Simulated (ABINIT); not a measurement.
# BN (F-43m) in ABINIT: notebook

One crystal, BN, is run at these levels: LDA, RPBE, RPBE+D4; tasks: equation of state.

All numbers are computed with ABINIT 10.8.3 (patched build); they aren't measurements. Logs are shortened: lines on timing, memory, paths and dates and some standing lists are left out, and cuts for length are marked. The log counts tension as positive stress, the text compression.

**The experiment to reproduce.**

“Effect of nanostructuration on compressibility of cubic BN”, 2012, arxiv:1208.3664 quotes, for a bulk crystal of BN at 300 K: bulk modulus 395 ± 2 GPa.

The results are compared with them further down.

## 1. Starting point

The structure is cubic, space group F-43m (No. 216). The conventional cell has a = 3.626 Å, b = 3.626 Å, c = 3.626 Å, α = 90.00°, β = 90.00°, γ = 90.00°. N (site symmetry -43m) is surrounded by 4 B at 1.57 Å. B (site symmetry -43m) has 4 N at 1.57 Å as nearest neighbours.

The cell is a database's computed one.

## 2. Equation of state, LDA

Input file run.abi:

```
ndtset 7
getwfk -1
scalecart1 3*0.9795861087
scalecart2 3*0.9864848297
scalecart3 3*0.9932883884
scalecart4 3*1.0000000000
scalecart5 3*1.0066227096
scalecart6 3*1.0131594038
scalecart7 3*1.0196128224

pp_dirpath "./"
pseudos "N.LDA_PW-JTH.xml, B.LDA_PW-JTH.xml"

acell 3*1.0 Angstrom
rprim
     0.0000000000     1.8130010000     1.8130010000
     1.8130010000     0.0000000000     1.8130010000
     1.8130010000     1.8130010000     0.0000000000
ntypat 2
znucl 7 5
natom 2
typat 1 2
xred
     0.2500000000     0.2500000000     0.2500000000
     0.0000000000     0.0000000000     0.0000000000

ecut 680.284656 eV
pawecutdg 47.0

kptopt 1
ngkpt 13 13 13
nshiftk 1
shiftk 0.0 0.0 0.0

ixc 7

nband 8
occopt 3
tsmear 0.00183747

nstep 100
tolvrs 1.0e-9

iomode 3
prtwf 1
prtden 0
prteig 0
prtebands 0
enunit 2
```

Potentials or basis: JTH PAW LDA v2.0.

On the command line:

```sh
$ abinit run.abi > log 2>&1
```

run.abo:

```text
.Version 10.8.3 of ABINIT
 DATASET    1 : space group F-4 3 m (#216); Bravais cF (face-center cubic)
================================================================================
 Values of the parameters that define the memory need for DATASET  1.
     intxc =       0    ionmov =       0      iscf =      17    lmnmax =       8
     lnmax =       4     mgfft =      24  mpssoang =       2    mqgrid =    3001
     natom =       2  nloc_mem =       2    nspden =       1   nspinor =       1
    nsppol =       1      nsym =      24    n1xccc =       1    ntypat =       2
    occopt =       3   xclevel =       1
       mpw =         465          nfft =       13824          nkpt =          84
 PAW method is used; the additional fine FFT grid is defined by:
   mgfftf=        30    nfftf =     27000
================================================================================
================================================================================
[... 71 lines left out ...]
 DATASET    7 : space group F-4 3 m (#216); Bravais cF (face-center cubic)
================================================================================
 Values of the parameters that define the memory need for DATASET  7.
     intxc =       0    ionmov =       0      iscf =      17    lmnmax =       8
     lnmax =       4     mgfft =      24  mpssoang =       2    mqgrid =    3001
     natom =       2  nloc_mem =       2    nspden =       1   nspinor =       1
    nsppol =       1      nsym =      24    n1xccc =       1    ntypat =       2
    occopt =       3   xclevel =       1
       mpw =         532          nfft =       13824          nkpt =          84
 PAW method is used; the additional fine FFT grid is defined by:
   mgfftf=        32    nfftf =     32768
================================================================================
================================================================================

--------------------------------------------------------------------------------
------------- Echo of variables that govern the present computation ------------
--------------------------------------------------------------------------------
 -outvars: echo values of preprocessed input variables --------
            acell      1.8897261259E+00  1.8897261259E+00  1.8897261259E+00 Bohr
              amu      1.40067400E+01  1.08110000E+01
             ecut      2.50000000E+01 Hartree
           enunit           2
           getwfk          -1
                       outvar_i_n : Printing only first  50 k-points.
              ixc           7
           jdtset        1    2    3    4    5    6    7
                       outvar_i_n : Printing only first  50 k-points.
         kptrlatt       13    0    0      0   13    0      0    0   13
          kptrlen1     6.17018064E+01
          kptrlen2     6.21363405E+01
          kptrlen3     6.25648805E+01
          kptrlen4     6.29876290E+01
          kptrlen5     6.34047778E+01
          kptrlen6     6.38165087E+01
          kptrlen7     6.42229942E+01
            natom           2
            nband           8
           ndtset           7
            ngfft          24      24      24
          ngfftdg1         30      30      30
          ngfftdg2         30      30      30
          ngfftdg3         30      30      30
          ngfftdg4         30      30      30
          ngfftdg5         32      32      32
          ngfftdg6         32      32      32
          ngfftdg7         32      32      32
             nkpt          84
            nstep         100
             nsym          24
           ntypat           2
                       prtocc : prtvol=0, do not print more k-points.
           occopt           3
        pawecutdg      4.70000000E+01 Hartree
           prtden           0
        prtebands           0
           prteig           0
            rprim1     0.0000000000E+00  1.7759905947E+00  1.7759905947E+00
                       1.7759905947E+00  0.0000000000E+00  1.7759905947E+00
                       1.7759905947E+00  1.7759905947E+00  0.0000000000E+00
            rprim2     0.0000000000E+00  1.7884979827E+00  1.7884979827E+00
                       1.7884979827E+00  0.0000000000E+00  1.7884979827E+00
                       1.7884979827E+00  1.7884979827E+00  0.0000000000E+00
            rprim3     0.0000000000E+00  1.8008328415E+00  1.8008328415E+00
                       1.8008328415E+00  0.0000000000E+00  1.8008328415E+00
                       1.8008328415E+00  1.8008328415E+00  0.0000000000E+00
            rprim4     0.0000000000E+00  1.8130010000E+00  1.8130010000E+00
                       1.8130010000E+00  0.0000000000E+00  1.8130010000E+00
                       1.8130010000E+00  1.8130010000E+00  0.0000000000E+00
            rprim5     0.0000000000E+00  1.8250079791E+00  1.8250079791E+00
                       1.8250079791E+00  0.0000000000E+00  1.8250079791E+00
                       1.8250079791E+00  1.8250079791E+00  0.0000000000E+00
            rprim6     0.0000000000E+00  1.8368590122E+00  1.8368590122E+00
                       1.8368590122E+00  0.0000000000E+00  1.8368590122E+00
                       1.8368590122E+00  1.8368590122E+00  0.0000000000E+00
            rprim7     0.0000000000E+00  1.8485590666E+00  1.8485590666E+00
                       1.8485590666E+00  0.0000000000E+00  1.8485590666E+00
                       1.8485590666E+00  1.8485590666E+00  0.0000000000E+00
          spgroup         216
           tolvrs      1.00000000E-09
           tsmear      1.83747000E-03 Hartree
            typat      1  2
           useylm           1
                       outvars : Printing only first  50 k-points.
           xangst1     8.8799529733E-01  8.8799529733E-01  8.8799529733E-01
                       0.0000000000E+00  0.0000000000E+00  0.0000000000E+00
           xangst2     8.9424899137E-01  8.9424899137E-01  8.9424899137E-01
                       0.0000000000E+00  0.0000000000E+00  0.0000000000E+00
           xangst3     9.0041642073E-01  9.0041642073E-01  9.0041642073E-01
                       0.0000000000E+00  0.0000000000E+00  0.0000000000E+00
           xangst4     9.0650050000E-01  9.0650050000E-01  9.0650050000E-01
                       0.0000000000E+00  0.0000000000E+00  0.0000000000E+00
           xangst5     9.1250398956E-01  9.1250398956E-01  9.1250398956E-01
                       0.0000000000E+00  0.0000000000E+00  0.0000000000E+00
           xangst6     9.1842950612E-01  9.1842950612E-01  9.1842950612E-01
                       0.0000000000E+00  0.0000000000E+00  0.0000000000E+00
           xangst7     9.2427953331E-01  9.2427953331E-01  9.2427953331E-01
                       0.0000000000E+00  0.0000000000E+00  0.0000000000E+00
            xcart1     1.6780679130E+00  1.6780679130E+00  1.6780679130E+00
                       0.0000000000E+00  0.0000000000E+00  0.0000000000E+00
            xcart2     1.6898856821E+00  1.6898856821E+00  1.6898856821E+00
                       0.0000000000E+00  0.0000000000E+00  0.0000000000E+00
            xcart3     1.7015404344E+00  1.7015404344E+00  1.7015404344E+00
                       0.0000000000E+00  0.0000000000E+00  0.0000000000E+00
            xcart4     1.7130376780E+00  1.7130376780E+00  1.7130376780E+00
                       0.0000000000E+00  0.0000000000E+00  0.0000000000E+00
            xcart5     1.7243826291E+00  1.7243826291E+00  1.7243826291E+00
                       0.0000000000E+00  0.0000000000E+00  0.0000000000E+00
            xcart6     1.7355802325E+00  1.7355802325E+00  1.7355802325E+00
                       0.0000000000E+00  0.0000000000E+00  0.0000000000E+00
            xcart7     1.7466351817E+00  1.7466351817E+00  1.7466351817E+00
                       0.0000000000E+00  0.0000000000E+00  0.0000000000E+00
             xred      2.5000000000E-01  2.5000000000E-01  2.5000000000E-01
                       0.0000000000E+00  0.0000000000E+00  0.0000000000E+00
            znucl        7.00000    5.00000

================================================================================

 chkinp: Checking input parameters for consistency, jdtset=   1.

 chkinp: Checking input parameters for consistency, jdtset=   2.

 chkinp: Checking input parameters for consistency, jdtset=   3.

 chkinp: Checking input parameters for consistency, jdtset=   4.
[... 34 lines left out ...]
 getcut : COMMENT -
  Note that boxcut > 2.2 ; recall that boxcut=Gcut(box)/Gcut(sphere) = 2
  is sufficient for exact treatment of convolution.
  Such a large boxcut is a waste : you could raise ecut
  e.g. ecut=   31.544467 Hartrees makes boxcut=2

 Fine grid specifications (used for densities):

 getcut: wavevector=  0.0000  0.0000  0.0000  ngfft=  30  30  30
         ecut(hartree)=     47.000   => boxcut(ratio)=   2.05038

--- Pseudopotential description ------------------------------------------------
- pspini: atom type   1  psp file is ./N.LDA_PW-JTH.xml
 Pseudopotential format is: paw10
 basis_size (lnmax)=  4 (lmn_size=  8), orbitals=   0   0   1   1
 Spheres core radius: rc_sph= 1.20497474
 Shapefunction is SIN type: shapef(r)=[sin(pi*r/rshp)/(pi*r/rshp)]**2
 Radius for shape functions =  1.00243812
 Compensation charge density is not taken into account in XC energy/potential

- pspini: atom type   2  psp file is ./B.LDA_PW-JTH.xml
 Pseudopotential format is: paw10
 basis_size (lnmax)=  4 (lmn_size=  8), orbitals=   0   0   1   1
 Spheres core radius: rc_sph= 1.70616958
 Shapefunction is SIN type: shapef(r)=[sin(pi*r/rshp)/(pi*r/rshp)]**2
 Radius for shape functions =  1.40269776
 Compensation charge density is not taken into account in XC energy/potential

   5.65793895E+01                                ecore*ucvol(ha*bohr**3)
--------------------------------------------------------------------------------

================================================================================

--- !BeginCycle
iteration_state: {dtset: 1, }
solver: {iscf: 17, nstep: 100, nline: 4, wfoptalg: 10, }
tolerances: {tolvrs: 1.00E-09, }
...

     iter   Etot(hartree)      deltaE(h)  residm     nres2
 ETOT  1  -13.022731018902    -1.302E+01 3.196E-01 1.864E+01
 ETOT  2  -13.019585099006     3.146E-03 1.077E-01 2.683E+00
 ETOT  3  -13.016165316137     3.420E-03 2.128E-03 2.413E-01
 ETOT  4  -13.015770839843     3.945E-04 1.030E-03 4.358E-03
 ETOT  5  -13.015775437747    -4.598E-06 5.287E-05 9.691E-04
 ETOT  6  -13.015774905027     5.327E-07 1.647E-05 1.358E-05
 ETOT  7  -13.015774895019     1.001E-08 4.749E-06 4.467E-07
 ETOT  8  -13.015774894268     7.509E-10 1.358E-06 2.589E-08
 ETOT  9  -13.015774894187     8.071E-11 4.541E-07 2.254E-09
 ETOT 10  -13.015774894182     4.738E-12 1.302E-07 2.468E-10
[... 1256 lines left out ...]
 Cartesian components of stress tensor (hartree/bohr^3)
  sigma(1 1)=  1.11764865E-03  sigma(3 2)=  0.00000000E+00
  sigma(2 2)=  1.11764865E-03  sigma(3 1)=  0.00000000E+00
  sigma(3 3)=  1.11764865E-03  sigma(2 1)=  0.00000000E+00

-Cartesian components of stress tensor (GPa)         [Pressure= -3.2882E+01 GPa]
- sigma(1 1)=  3.28823584E+01  sigma(3 2)=  0.00000000E+00
- sigma(2 2)=  3.28823584E+01  sigma(3 1)=  0.00000000E+00
- sigma(3 3)=  3.28823584E+01  sigma(2 1)=  0.00000000E+00

== END DATASET(S) ==============================================================
================================================================================

 -outvars: echo values of variables after computation  --------
            acell      1.8897261259E+00  1.8897261259E+00  1.8897261259E+00 Bohr
           etotal1    -1.3015774894E+01
           etotal2    -1.3016086709E+01
           etotal3    -1.3015933345E+01
           etotal4    -1.3015357310E+01
           etotal5    -1.3014397111E+01
           etotal6    -1.3013091884E+01
           etotal7    -1.3011468915E+01
            fcart1    -0.0000000000E+00 -0.0000000000E+00 -0.0000000000E+00
                      -0.0000000000E+00 -0.0000000000E+00 -0.0000000000E+00
            fcart2    -0.0000000000E+00 -0.0000000000E+00 -0.0000000000E+00
                      -0.0000000000E+00 -0.0000000000E+00 -0.0000000000E+00
            fcart3    -2.4726172097E-30 -1.2363086048E-30  4.9452344194E-30
                       2.4726172097E-30  1.2363086048E-30 -4.9452344194E-30
            fcart4    -0.0000000000E+00 -0.0000000000E+00 -0.0000000000E+00
                      -0.0000000000E+00 -0.0000000000E+00 -0.0000000000E+00
            fcart5    -0.0000000000E+00 -0.0000000000E+00 -0.0000000000E+00
                      -0.0000000000E+00 -0.0000000000E+00 -0.0000000000E+00
            fcart6    -1.2878147931E-30  2.2726143408E-31  1.1363071704E-30
                       1.2878147931E-30 -2.2726143408E-31 -1.1363071704E-30
            fcart7     1.9571329444E-30 -9.0329212816E-31 -1.0538408162E-30
                      -1.9571329444E-30  9.0329212816E-31  1.0538408162E-30
            rprim1     0.0000000000E+00  1.7759905947E+00  1.7759905947E+00
[... 30 lines left out ...]
           strten6     9.2984408363E-04  9.2984408363E-04  9.2984408363E-04
                       0.0000000000E+00  0.0000000000E+00  0.0000000000E+00
           strten7     1.1176486456E-03  1.1176486456E-03  1.1176486456E-03
                       0.0000000000E+00  0.0000000000E+00  0.0000000000E+00
           xangst1     8.8799529733E-01  8.8799529733E-01  8.8799529733E-01
                       0.0000000000E+00  0.0000000000E+00  0.0000000000E+00
           xangst2     8.9424899137E-01  8.9424899137E-01  8.9424899137E-01
                       0.0000000000E+00  0.0000000000E+00  0.0000000000E+00
           xangst3     9.0041642073E-01  9.0041642073E-01  9.0041642073E-01
                       0.0000000000E+00  0.0000000000E+00  0.0000000000E+00
           xangst4     9.0650050000E-01  9.0650050000E-01  9.0650050000E-01
                       0.0000000000E+00  0.0000000000E+00  0.0000000000E+00
           xangst5     9.1250398956E-01  9.1250398956E-01  9.1250398956E-01
                       0.0000000000E+00  0.0000000000E+00  0.0000000000E+00
           xangst6     9.1842950612E-01  9.1842950612E-01  9.1842950612E-01
                       0.0000000000E+00  0.0000000000E+00  0.0000000000E+00
           xangst7     9.2427953331E-01  9.2427953331E-01  9.2427953331E-01
                       0.0000000000E+00  0.0000000000E+00  0.0000000000E+00
             xred      2.5000000000E-01  2.5000000000E-01  2.5000000000E-01
                       0.0000000000E+00  0.0000000000E+00  0.0000000000E+00
 Calculation completed.
```

Run time: 30 s. Hardware: 1 thread of AMD EPYC 9R45 (Zen 5), shared host; peak memory 0.11 GiB.

Results:

```
Equilibrium volume                      : 5.74 Å³/atom
Bulk modulus                            : 404 GPa
Pressure derivative of the bulk modulus : 3.7
```

Energy against volume, from the lowest point:
| volume (Å³/atom) | energy (meV/atom) |
| --- | --- |
| 5.602 | 4.24 |
| 5.721 | 0.00 |
| 5.840 | 2.09 |
| 5.959 | 9.92 |
| 6.078 | 22.99 |
| 6.198 | 40.75 |
| 6.317 | 62.83 |

Caveat: the cutoff is too short for stress, so the log's stress isn't used; pressures at fixed basis lie under the slope of the energies; the atomic spheres overlap.

(Continued in part 2 of 2.)
